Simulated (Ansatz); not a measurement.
Hf, 1 atom in the cell. Symmetry: Im-3m, No. 229, cubic system. The conventional cell has a = 3.610 Å, b = 3.610 Å, c = 3.610 Å, α = 90.00°, β = 90.00°, γ = 90.00°. Hf (site symmetry m-3m) is surrounded by 8 Hf at 3.13 Å. This isn't the form of Hf at room conditions, which is hcp.

| Property | Result |
| --- | --- |
| Program | Ansatz 0.2.0 |
| Task | relaxation of cell and atoms |
| Functional | PBEsol |
| Potentials or basis | Ansatz PAW |
| Cutoff | 420 eV (not typed: the program's choice for these potentials) |
| k mesh | 10 × 10 × 10 |
| Occupations | fermi-dirac, width 0.05 eV |
| Spin | no spin polarisation |

Potentials or basis: Ansatz PAW.

Launch:

```sh
$ ansatz run input.yaml --threads 2 --pin off --max-ram 5632MiB --backend cpu --events-out ev --progress --plain --runs-dir out
```

Hardware: 2 threads of AMD EPYC 9R45 96-Core Processor (Zen 5) (shared host).

Task: Estimate the wall time of this run.

Result: Wall time 2.4 s on 2 threads of AMD EPYC 9R45 96-Core Processor (Zen 5), on a shared host, peak memory 0.36 GiB. Counts: scf iterations 30, plane waves 429, k points 47, bands 17, ion steps 5.
